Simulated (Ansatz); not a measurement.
# Platinum, diamond under revPBE: structure, energy and stiffness

The plan for platinum in the diamond structure: relax it, solve it on a dense k-mesh, then scale the cell to 7 volumes from 88 to 112 % of the relaxed one and try a fit of the equation of state. Spin polarisation is left out. The k-meshes are 10×10×10 for the relaxation; 15×15×15 for the dense run; 11×11×11 for the volumes.

This is Pt in the diamond structure; at room conditions it is fcc.

Program: Ansatz 0.2.0. Level of theory: DFT revPBE, plane waves (420 eV) with PAW, scalar-relativistic; PAW files made under PBE, frozen cores solved again for the functional. These are calculated values, not measurements.

### Step 1. The system as given

It takes space group Fd-3m (No. 227, cubic). Conventional cell: a = 5.463 Å, b = 5.463 Å, c = 5.463 Å, α = 90.00°, β = 90.00°, γ = 90.00°. Pt (site symmetry -43m) is surrounded by 4 Pt at 2.37 Å.

Structure file:

```xyz
2
Lattice="0.0000 2.7314 2.7314 2.7314 0.0000 2.7314 2.7314 2.7314 0.0000" Properties=species:S:1:pos:R:3 pbc="T T T"
Pt    0.6829    0.6829    0.6829
Pt    4.7800    4.7800    4.7800
```

### Step 2. Relaxation of the cell

input.yaml

```yaml
crystal:
  lattice:
    - [0.0, 2.731412573, 2.731412573]
    - [2.731412573, 0.0, 2.731412573]
    - [2.731412573, 2.731412573, 0.0]
  atoms:
    - { symbol: Pt, position: [0.125, 0.125, 0.125] }
    - { symbol: Pt, position: [0.875, 0.875, 0.875] }
hamiltonian:
  xc: revpbe
  pseudopotentials:
    kind: paw
    azcp:
      Pt: "pseudopotentials/Pt.paw.azcp"
basis:
  ecutwfc: 420
  fft_grid_basis: typed
kpoints:
  mp_grid: { grid: [10, 10, 10], shift: [0, 0, 0] }
magnetization:
  spin_polarized: false
scf:
  occupations: { method: fermi_dirac, width: 0.1 }
relax:
  max_steps: 60
  f_tol: 0.01
  cell: {}
```

Further steps of the session: Single point on a dense mesh; At 88 % of the relaxed volume; At 92 % of the relaxed volume; At 96 % of the relaxed volume; At 100 % of the relaxed volume; At 104 % of the relaxed volume; At 108 % of the relaxed volume; At 112 % of the relaxed volume.

What does the calculation give? Wanted: space group; conventional cell; volume; shortest distance; gap on the mesh; relative to fcc; V₀, B₀, B₀′.

The runs gave:

| quantity | value |
| --- | --- |
| space group (spins left aside) | Fd-3m (No. 227) |
| conventional cell | a = 5.815 Å |
| volume | 24.580 Å³/atom |
| shortest distance | 2.518 Å |
| gap on the mesh | none (levels filled in part) |
| relative to fcc | +1006 meV/atom |
| V₀, B₀, B₀′ | 24.516 Å³/atom, 105 GPa, 5.5 |

What this shows: The relaxation enlarged the cell by 20.6 % in volume. It lies 1006 meV/atom above the element's reference form at the same level (fcc, from a run of its own). No gap shows: it is a metal or semimetal at this level. The fitted modulus is 105 GPa. Relaxation kept the symmetry; phonons were not checked.
